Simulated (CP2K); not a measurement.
The system is ZrO2.

```
CELL_PARAMETERS angstrom
3.59928 0.00000 0.00000
1.79964 3.11706 0.00000
1.79964 1.03902 2.93880
ATOMIC_POSITIONS crystal
Zr 0.00000 0.00000 0.00000
O 0.75000 0.75000 0.75000
O 0.25000 0.25000 0.25000
```

Measurements of this composition are mostly on another form, of space group No. 14.

Base run:

| Item | Value |
| --- | --- |
| Program | CP2K 2026.2 |
| Functional | PBEsol |
| Potentials or basis | POTENTIAL_UZH Zr GTH-PBE-q12, O GTH-PBE-q6; TZVP-MOLOPT-PBE-GTH basis |
| Density cutoff | 11565 eV |
| k mesh | 9 × 9 × 9 |
| Occupations | fermi-dirac, width 0.05 eV |
| Spin | no spin polarisation |

Its results: band gap on the k mesh 3.43 eV, indirect (least direct gap 3.91 eV); pressure -0.7 GPa.

**Question.** After a change of settings the same cell gave: band gap on the k mesh 3.55 eV, indirect (least direct gap 4.01 eV); pressure 7.4 GPa. Which change was it?
A. functional from PBEsol to revPBE
B. functional from PBEsol to BEEF-vdW
C. functional from PBEsol to LDA
D. functional from PBEsol to optB88-vdW

**Answer.** B.

Caveats: the potentials were made for another functional, which shifts forces and pressure; an odd mesh through Γ misses points on the zone boundary, where band edges often lie; the basis of atomic orbitals isn't converged, which shifts pressures, moduli and gaps.

Runs at the PBE level aren't shown here.
